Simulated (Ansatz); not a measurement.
# TiO2 (distorted structure): how the settings move a single-point run, part 2 of 2

How sensitive is a single-point run of TiO2 (distorted structure) to its settings? A reference run comes first, then four runs with altered input.

Ansatz 0.2.0; reference level DFT r2SCAN, plane waves, PAW, scalar-relativistic, collinear spin. The steps go on from the part before.

### Step 5. Changing settings: scf.algorithm density_mixing, hubbard.sites [{species: Ti, l: d, u_eff: 3.0}], hubbard.double_counting fll, ecutwfc 800 eV

Input file input.yaml:

```yaml
crystal:
  lattice:
    - [-1.88155199, 1.87610407, 4.71294882]
    - [1.87559018, -1.87353363, 4.70955745]
    - [1.87958062, 1.87156226, -4.71192713]
  atoms:
    - { symbol: Ti, position: [0.02099513, 0.00806886, 0.01854898] }
    - { symbol: Ti, position: [0.74349666, 0.24332776, 0.49019293] }
    - { symbol: O, position: [0.17075856, 0.17109601, 0.97532106] }
    - { symbol: O, position: [0.94001276, 0.41526654, 0.49707192] }
    - { symbol: O, position: [0.57501495, 0.07015183, 0.50730406] }
    - { symbol: O, position: [0.80427342, 0.81067792, 0.97768499] }
kpoints:
  mp_grid: { grid: [5, 5, 7], shift: [0.0, 0.5, 0.5] }
magnetization:
  spin_polarized: true
scf:
  occupations: { method: methfessel_paxton, width: 0.0725 }
  algorithm: density_mixing
hamiltonian:
  pseudopotentials: { kind: paw }
  xc: r2scan
  hubbard: { sites: [{ species: Ti, l: d, u_eff: 3.0 }], double_counting: fll }
basis:
  ecutwfc: "800 eV"
output:
  forces: true
  stress: true
  eigenvalues: true
  write_density: true
  write_potential: true
  elf: true
  volumetric_format: npy
```

Command:

```
> ansatz run input.yaml --threads 1 --pin off --max-ram 2560MiB --backend cpu --events-out ev --progress --plain --runs-dir out
```

Standard output:

```text
Warning: RAYON_NUM_THREADS=1 ignored (pool sized by the plan → 1); use --threads N
Ti: projections on atomic orbitals take those of the free atom [Ne] 3s2 3p6 3d2 4s2, of charge +0.00 (hamiltonian.pseudopotentials.projection_atoms); the dataset's partial waves leave at most 4.1e-7 of an orbital's norm unspanned inside its sphere
O: projections on atomic orbitals take those of the free atom [He] 2s2 2p4, of charge +0.00 (hamiltonian.pseudopotentials.projection_atoms); the dataset's partial waves leave at most 1.9e-8 of an orbital's norm unspanned inside its sphere
band count auto-derived: 32 (N_el = 48.0; filled up to band 24; 30 by the electrons, moments and atoms)
Engine: ansatz 0.2.0, aarch64-unknown-linux-gnu
Pseudopotentials: kind: paw
Pseudopotential: Ti, paw, valence charge 12, recommended cutoff 500 eV (meta_gga), Ti.paw.azcp
Pseudopotential: O, paw, valence charge 6, recommended cutoff 500 eV (meta_gga), O.paw.azcp
Functional definition: r2SCAN
  parameter k0 = 0.174
  parameter k1 = 0.065
  parameter a1 = 4.9479
  exchange = r2scan_x(k0 = k0, k1 = k1, a1 = a1)
  correlation = r2scan_c
Crystal: 6 atoms, lattice volume = 66.302 Å³
Basis set: ecut = 800 eV, 3479 PW (Γ), exchange–correlation on 200×200×200 points (64 copies of the dense FFT grid, shifted against one another)
Bands: 32, of which v1, the nominal top of the filled ones, is band 24 counted from 1 (23 counted from 0)
Symmetry: 1 space group operations
Space group: P1 (ITA 1), of the structure as read, at distance tolerance 4.0e-5 Å
k-points: 88 of 175 (time reversal used)
Non-local potential: Ti, projectors of the file, l = 0: 3, l = 1: 2, l = 2: 3, l = 3: 1
Non-local potential: O, projectors of the file, l = 0: 2, l = 1: 2, l = 2: 1
PAW form: soft (Blöchl's): semilocal exchange-correlation on the pseudo side does not see the compensation charge
PAW frozen core: Ti, regenerated for the run's functional (the file was generated under x = pbe(κ = 0.804, μ = 0.2195149727645171), c = pbe(β = 0.06672455060314922))
PAW frozen core: O, regenerated for the run's functional (the file was generated under x = pbe(κ = 0.804, μ = 0.2195149727645171), c = pbe(β = 0.06672455060314922))
PAW one-centre angular grid: Ti, 590 points (default); XC on 160 Gauss nodes
PAW one-centre angular grid: O, 302 points (default); XC on 160 Gauss nodes
Initial density: superposition of atomic densities (chi_scale 0.1, normalization cell, long waves kept (reshape's long-wave potential 0.01 eV rms))
Initial wavefunctions: pseudopotential atomic-orbital guess
Functional: x = r2scan, c = r2scan; τ floored in thin density (d = 2e-4 eV/Å³)
SCF iter   1: F=—  HF=-7285.465879 eV  |F-HF|=—  |Δ(HF+E_count)|=         —  Δρ=6.12e-2 (↑6.12e-2 ↓6.12e-2)  dr2=9.92e0  dr2_τ=3.92e-1  dr2_m=0.00e0  M=0.000 μB ∫|m|=0.000 μB  β_m=0.30  ethr=3.10e-3  ⟨swp⟩=5.9  Hψ=11747  notcnv=0
preconditioner: auto → none  [insulator: Δε(μ)=4.137 eV  Ē_g=12.913 eV  σ=0.072 eV  W_gap=1.00  n_scr=14 (ndim 8)  ℏωp=25.8 eV  f_vac=0.000  D(μ)=0.00/eV (n_scr^D=0)  ε∞_Penn≈5.0]
SCF iter   2: F=—  HF=-7283.506131 eV  |F-HF|=—  |Δ(HF+E_count)|=    1.96e0  S|Δr|=    0.00e0  Δρ=2.55e-2 (↑2.55e-2 ↓2.55e-2)  dr2=1.22e0  dr2_τ=8.71e-2  dr2_m=0.00e0  M=0.000 μB ∫|m|=0.000 μB  β_m=0.32  ethr=3.10e-3  ⟨swp⟩=2.8  Hψ=5635  notcnv=0  defer=196
SCF iter   3: F=—  HF=-7283.416920 eV  |F-HF|=—  |Δ(HF+E_count)|=   8.92e-2  S|Δr|=    0.00e0  Δρ=1.51e-2 (↑1.51e-2 ↓1.51e-2)  dr2=3.61e-1  dr2_τ=5.50e-3  dr2_m=2.37e-3  M=0.091 μB ∫|m|=0.091 μB  ethr=2.55e-3  ⟨swp⟩=2.0  Hψ=4065  notcnv=0  defer=196
Mixer restart at iter 3: flushing history
SCF iter   4: F=—  HF=-7283.545364 eV  |F-HF|=—  |Δ(HF+E_count)|=         —  Δρ=1.54e-2 (↑1.52e-2 ↓1.54e-2)  dr2=3.90e-1  dr2_τ=5.52e-3  dr2_m=1.81e-3  M=0.000 μB ∫|m|=0.016 μB  β_m=0.32  ethr=7.52e-4  ⟨swp⟩=2.5  Hψ=9670  notcnv=0  defer=391
Mixer restart at iter 4: flushing history
SCF iter   5: F=—  HF=-7283.661405 eV  |F-HF|=—  |Δ(HF+E_count)|=         —  Δρ=1.08e-2 (↑1.08e-2 ↓1.08e-2)  dr2=1.38e-1  dr2_τ=4.49e-3  dr2_m=0.00e0  M=0.000 μB ∫|m|=0.000 μB  β_m=0.32  ethr=7.52e-4  ⟨swp⟩=5.0  Hψ=7715  notcnv=0  defer=195
SCF iter   6: F=—  HF=-7283.727449 eV  |F-HF|=—  |Δ(HF+E_count)|=   6.60e-2  S|Δr|=    0.00e0  Δρ=7.10e-3 (↑7.10e-3 ↓7.10e-3)  dr2=5.69e-2  dr2_τ=1.45e-3  dr2_m=0.00e0  M=0.000 μB ∫|m|=0.000 μB  β_m=0.61  ethr=2.87e-4  ⟨swp⟩=1.4  Hψ=3566  notcnv=0  defer=194
SCF iter   7: F=—  HF=-7283.809476 eV  |F-HF|=—  |Δ(HF+E_count)|=   8.20e-2  S|Δr|=    0.00e0  Δρ=5.00e-3 (↑5.00e-3 ↓5.00e-3)  dr2=6.11e-2  dr2_τ=1.58e-3  dr2_m=0.00e0  M=0.000 μB ∫|m|=0.000 μB  β_m=0.46  ethr=1.18e-4  ⟨swp⟩=2.1  Hψ=4552  notcnv=0  defer=194
SCF iter   8: F=—  HF=-7283.797492 eV  |F-HF|=—  |Δ(HF+E_count)|=   1.20e-2  S|Δr|=    0.00e0  Δρ=6.67e-4 (↑6.67e-4 ↓6.67e-4)  dr2=4.65e-4  dr2_τ=1.80e-5  dr2_m=0.00e0  M=0.000 μB ∫|m|=0.000 μB  β_m=0.54  ethr=1.18e-4  ⟨swp⟩=2.0  Hψ=4177  notcnv=0  defer=194
SCF iter   9: F=—  HF=-7283.798033 eV  |F-HF|=—  |Δ(HF+E_count)|=   5.41e-4  S|Δr|=    0.00e0  Δρ=3.75e-4 (↑3.75e-4 ↓3.75e-4)  dr2=2.93e-4  dr2_τ=7.78e-6  dr2_m=0.00e0  M=0.000 μB ∫|m|=0.000 μB  β_m=0.51  ethr=9.69e-7  ⟨swp⟩=2.0  Hψ=4722  notcnv=0  defer=194
SCF iter  10: F=—  HF=-7283.797989 eV  |F-HF|=—  |Δ(HF+E_count)|=   4.41e-5  S|Δr|=    0.00e0  Δρ=1.74e-4 (↑1.74e-4 ↓1.74e-4)  dr2=6.25e-5  dr2_τ=1.63e-6  dr2_m=0.00e0  M=0.000 μB ∫|m|=0.000 μB  β_m=0.48  ethr=6.10e-7  ⟨swp⟩=2.0  Hψ=3789  notcnv=0  defer=194
SCF iter  11: F=—  HF=-7283.797902 eV  |F-HF|=—  |Δ(HF+E_count)|=   8.70e-5  S|Δr|=    0.00e0  Δρ=5.01e-5 (↑5.01e-5 ↓5.01e-5)  dr2=3.09e-6  dr2_τ=1.03e-7  dr2_m=0.00e0  M=0.000 μB ∫|m|=0.000 μB  β_m=0.56  ethr=1.30e-7  ⟨swp⟩=2.0  Hψ=3616  notcnv=0  defer=196
SCF iter  12: F=—  HF=-7283.797903 eV  |F-HF|=—  |Δ(HF+E_count)|=   1.27e-6  S|Δr|=    0.00e0  Δρ=2.85e-5 (↑2.85e-5 ↓2.85e-5)  dr2=2.57e-6  dr2_τ=5.60e-8  dr2_m=0.00e0  M=0.000 μB ∫|m|=0.000 μB  β_m=0.42  ethr=6.44e-9  ⟨swp⟩=2.1  Hψ=4152  notcnv=0  defer=196
SCF iter  13: F=-7283.797903 eV  HF=-7283.797903 eV  |F-HF|=7.25e-9  |Δ(HF+E_count)|=   4.76e-7  S|Δr|=    0.00e0  Δρ=5.29e-6 (↑5.29e-6 ↓5.29e-6)  dr2=3.05e-8  dr2_τ=7.54e-10  dr2_m=0.00e0  M=0.000 μB ∫|m|=0.000 μB  ethr=2.08e-10  ⟨swp⟩=12.4  Hψ=20795  notcnv=0
SCF 1 converged in 13 iterations: F = -7283.797903 eV  dr2 = 3.05e-8
this state was not tested for a lower state beside it, because cold or Methfessel-Paxton smearing, or corrected tetrahedra, fill the levels in a way that the test cannot read (fill_not_monotonic; see scf.lower_state_search)
SCF converged after 13 iterations
Magnetization: 0.0000 μB (24.0000 up, 24.0000 down)
Absolute magnetization: 0.0000 μB (∫|ρ↑−ρ↓|)
Spin contamination: 0.0000 ħ² per cell (⟨S²⟩ above its minimum at these occupations)
Per-site moments (μB) at R_I (Å): [(0.0, 0.6936524481641114), (0.0, 0.6975011949718044), (0.0, 0.6936524481641114), (0.0, 0.7032690399456685), (0.0, 0.6975011949718044), (0.0, 0.7270537968293359)]
Free energy (F): -7283.797903 eV
Harris-Foulkes:  -7283.797903 eV  (|F-HF|=7.25e-9)
Internal energy: -7283.797903 eV  (E = F + TS)
E sigma→0 (E₀):  -7283.797903 eV
Fermi energy:    9.833389 eV
Step filling:    the computed levels leave a gap of 2.8968 eV = 40.0 smearing widths at the electron count; against every level under it full and every level over it empty, smearing changes F+E_penalty+E_count by +2.19e-174 meV and its σ→0 estimate by -4.35e-172 meV
--- Per-component energies (eV) ---
  E_band       = -481.524405
  E_kinetic    = 1278.259295
  E_local      = -3841.618922  (includes V_loc(G=0)·N_el)
  E_nonlocal   = 193.781562
  E_hartree    = 1521.465211
  E_xc         = -487.858120
  E_vxc        = -700.822117  (∫ρ·V_xc dr)
  E_hubbard    = 4.887702  (on-site DFT+U / exact-exchange correction)
  E_vhub       = 3.336260  (the Hubbard potential's part of the band-sum identity)
  E_paw        = -2751.785287  (= ΣΔE_a)
  E_vpaw       = -503.542893  (= ΣTr[D̂ρ^β])
  E_aug_tail   = 0.000686  (compensation charges beyond the density's cutoff)
  E_vtau       = 46.152581  (kinetic-family band-sum trace: ∫τ·v_τ [+ j·A + Jᵃ·Aᵃ] dr)
  E_ewald      = -3200.295352
  E_core_change = -0.634678  (= ΣΔE_core)
  E_smearing   = 0.000000  (= −TS)
  E_closure    = -0.000000  (closes the sum)
  Σ components = -7283.797903   (vs F -7283.797903, Δ=0.00e0)
--- Forces (eV/Å), atoms counted from 1 ---
  atom   1  Ti     0.10119960     0.63179413    -3.18207974
  atom   2  Ti    -0.06677563    -0.81897360     1.40959785
  atom   3  O     -0.36890993     0.93647907     8.99681942
  atom   4  O      0.68043684     0.57315194     9.59867166
  atom   5  O      0.16807025    -0.70823283    -9.35821025
  atom   6  O     -0.51402717    -0.61422931    -7.46481609
  max |Σ_I F_I| component: 1.72e-5 eV/Å
--- Stress (GPa, compression-positive) ---
       11.566493      -0.002551      -1.233122
       -0.002551      20.598830       3.695670
       -1.233120       3.695667     108.714527
  P = ⅓ Tr σ = 46.9600 GPa (469.600 kbar)
--- Band table (eV; the first three rows and the last of 176) ---
  k-point 0 ↑: bands = ["-51.1068", "-50.9606", "-27.0522", "-26.4705", "-26.2823", "-26.2137", "-26.1010", "-26.0722", "-11.6676", "-9.9745", "-9.7166", "-8.8749", "2.0034", "2.4134", "2.4681", "4.0951", "4.4665", "4.8729", "5.3086", "6.4976", "6.9366", "7.1418", "7.4236", "7.6576", "11.5527", "12.0352", "12.9417", "13.1124", "13.3758", "13.6758", "14.0351", "14.4056"]
  k-point 1 ↑: bands = ["-51.0992", "-50.9638", "-27.0016", "-26.5959", "-26.2875", "-26.2048", "-26.1316", "-26.0816", "-11.2825", "-9.9782", "-9.5460", "-8.9563", "2.0019", "2.6950", "2.7776", "3.9128", "4.6257", "4.8800", "5.4176", "5.9369", "6.1689", "6.5087", "6.8839", "7.3854", "11.8926", "12.1887", "12.3655", "13.0154", "13.2243", "13.4198", "14.5598", "14.7370"]
  k-point 2 ↑: bands = ["-51.0918", "-50.9671", "-26.9211", "-26.7376", "-26.3032", "-26.1995", "-26.1628", "-26.0829", "-10.7722", "-10.1400", "-9.3180", "-9.0902", "2.3461", "3.0241", "3.4699", "3.8906", "4.3282", "4.5241", "4.6846", "5.0404", "5.5870", "6.3872", "6.7802", "7.2944", "11.8533", "12.2075", "12.3357", "12.8705", "13.4096", "13.5679", "14.7491", "14.9116"]
  k-point 87 ↓: bands = ["-51.0965", "-50.9666", "-26.9714", "-26.6465", "-26.2752", "-26.2068", "-26.1417", "-26.0607", "-11.2153", "-9.9884", "-9.6396", "-8.9044", "2.1705", "2.4497", "2.9278", "3.9381", "4.3190", "4.9483", "5.2335", "5.6273", "5.9324", "6.9251", "7.1743", "7.4793", "11.9366", "12.1562", "12.4269", "12.9762", "13.2865", "13.5138", "14.3304", "14.6486"]
Occupation matrices written to <dir>
```

Run time: 2.9 min. Hardware: 1 thread of Arm Neoverse V1, shared host; peak memory 1.5 GiB.

Changing the solver, Hubbard U and cutoff moves the energy by +828.1 meV/atom, and the pressure goes from 44.1 to 47.0 GPa, the gap on the mesh goes from 2.28 to 2.90 eV and the largest force goes from 9.53 to 9.64 eV/Å. The U term adds an energy of its own, so the shift says nothing about which run is better.

### Step 6. Changing settings: occupations.width 0.001

Input file input.yaml:

```yaml
crystal:
  lattice:
    - [-1.88155199, 1.87610407, 4.71294882]
    - [1.87559018, -1.87353363, 4.70955745]
    - [1.87958062, 1.87156226, -4.71192713]
  atoms:
    - { symbol: Ti, position: [0.02099513, 0.00806886, 0.01854898] }
    - { symbol: Ti, position: [0.74349666, 0.24332776, 0.49019293] }
    - { symbol: O, position: [0.17075856, 0.17109601, 0.97532106] }
    - { symbol: O, position: [0.94001276, 0.41526654, 0.49707192] }
    - { symbol: O, position: [0.57501495, 0.07015183, 0.50730406] }
    - { symbol: O, position: [0.80427342, 0.81067792, 0.97768499] }
kpoints:
  mp_grid: { grid: [5, 5, 7], shift: [0.0, 0.5, 0.5] }
magnetization:
  spin_polarized: true
scf:
  occupations: { method: methfessel_paxton, width: 0.001 }
hamiltonian:
  pseudopotentials: { kind: paw }
  xc: r2scan
basis:
  ecutwfc: 500
output:
  forces: true
  stress: true
  eigenvalues: true
  write_density: true
  write_potential: true
  elf: true
  volumetric_format: npy
```

Command:

```
> ansatz run input.yaml --threads 1 --pin off --max-ram 2560MiB --backend cpu --events-out ev --progress --plain --runs-dir out
```

Standard output, cut to the lines that bear on the results:

```text
Warning: RAYON_NUM_THREADS=1 ignored (pool sized by the plan → 1); use --threads N
band count auto-derived: 32 (N_el = 48.0; filled up to band 24; 30 by the electrons, moments and atoms)
[...]
Pseudopotentials: kind: paw
Pseudopotential: Ti, paw, valence charge 12, recommended cutoff 500 eV (meta_gga), Ti.paw.azcp
Pseudopotential: O, paw, valence charge 6, recommended cutoff 500 eV (meta_gga), O.paw.azcp
Functional definition: r2SCAN
[...]
Crystal: 6 atoms, lattice volume = 66.302 Å³
Basis set: ecut = 500 eV, 1677 PW (Γ), exchange–correlation on 160×160×160 points (64 copies of the dense FFT grid, shifted against one another)
Bands: 32, of which v1, the nominal top of the filled ones, is band 24 counted from 1 (23 counted from 0)
Symmetry: 1 space group operations
Space group: P1 (ITA 1), of the structure as read, at distance tolerance 4.0e-5 Å
k-points: 88 of 175 (time reversal used)
[...]
Free energy (F): -7288.766744 eV
[...]
E sigma→0 (E₀):  -7288.766744 eV
Fermi energy:    9.335114 eV
Step filling:    the computed levels leave a gap of 2.2844 eV = 2284.4 smearing widths at the electron count; against every level under it full and every level over it empty, smearing changes F+E_penalty+E_count by +0.00e0 meV and its σ→0 estimate by +0.00e0 meV
[...]
--- Forces (eV/Å), atoms counted from 1 ---
  atom   1  Ti     0.18867995     0.77192145    -3.00923119
  atom   2  Ti    -0.03045694    -0.80736030     1.33016760
  atom   3  O     -0.39234979     0.88055853     8.87816778
  atom   4  O      0.61506674     0.58095455     9.49227516
  atom   5  O      0.16662114    -0.76563451    -9.28218076
  atom   6  O     -0.54756004    -0.66042585    -7.40921288
[...]
--- Stress (GPa, compression-positive) ---
        9.080225       0.010043      -1.089532
        0.010043      18.315636       3.474856
       -1.089531       3.474854     105.021769
  P = ⅓ Tr σ = 44.1392 GPa (441.392 kbar)
--- Band table (eV; the first three rows and the last of 176) ---
[...]
```

Wall time 1.8 min (1 thread of Arm Neoverse V1, shared host); peak memory 0.78 GiB.

The changed input (smearing) leaves the energy the same to the digits printed.

### Step 7. All runs together

The summary covers parts 1 to 2.

```
                                                                                                                          run     ending                                          energy change  pressure (GPa)  gap (eV)  force (eV/Å)  cycles     time
                                                                                                                    reference  converged                                                      0            44.1      2.28          9.53      13     78 s
                                                                                                    1: mp_grid.grid [2, 2, 4]  converged                                          -0.1 meV/atom            44.2      3.05          9.53      13     15 s
                                                                                                   2: xc pbe, ecutrho_ratio 6  converged                                         not comparable            47.8      1.91          9.33      14     50 s
3: scf.algorithm density_mixing, hubbard.sites [{species: Ti, l: d, u_eff: 3.0}], hubbard.double_counting fll, ecutwfc 800 eV  converged  +828.1 meV/atom (U changed: no physical gain or loss)            47.0      2.90          9.64      13  2.9 min
                                                                                                   4: occupations.width 0.001  converged                                     0.0 meV/atom (σ→0)            44.1      2.28          9.53      13  1.8 min
```

Times don't compare one to one where runs were asked for different outputs or read a saved state (see the inputs); cycles may leave out searches for a lower state.

Residual by cycle in the longest SCF loop of each run; runs are numbered as in the table. The quantity is the density residual dr2, in eV.

```
cycle  reference    run 1   run 2   run 3   run 4
    1       7.26     7.26     6.2    9.92    7.26
    2       1.29     1.29    1.38    1.22    1.29
    3      0.316    0.388   0.312   0.361   0.312
    5      0.118   0.0357   0.171   0.138   0.118
    6     0.0463   0.0137  0.0767  0.0569   0.046
    7     0.0302  0.00586  0.0172  0.0611  0.0295
    8     3.6e-4  0.00326   0.003  4.7e-4  3.6e-4
    9     3.6e-4   4.1e-5  1.4e-4  2.9e-4  3.5e-4
   10     1.3e-5   7.2e-6  1.7e-5  6.3e-5  1.2e-5
   12     3.3e-7   3.0e-7  2.6e-7  2.6e-6  2.9e-7
   13     1.0e-8   8.1e-9  5.0e-8  3.1e-8  1.0e-8
   14          -        -  1.6e-8       -       -
```

A changed U is a change of model: its shifts are not errors of convergence. The structure is not at rest: the sound run finds 44 GPa, so these are no properties of the relaxed crystal. 

Caveats on the reference run: the structure is made up and not relaxed.
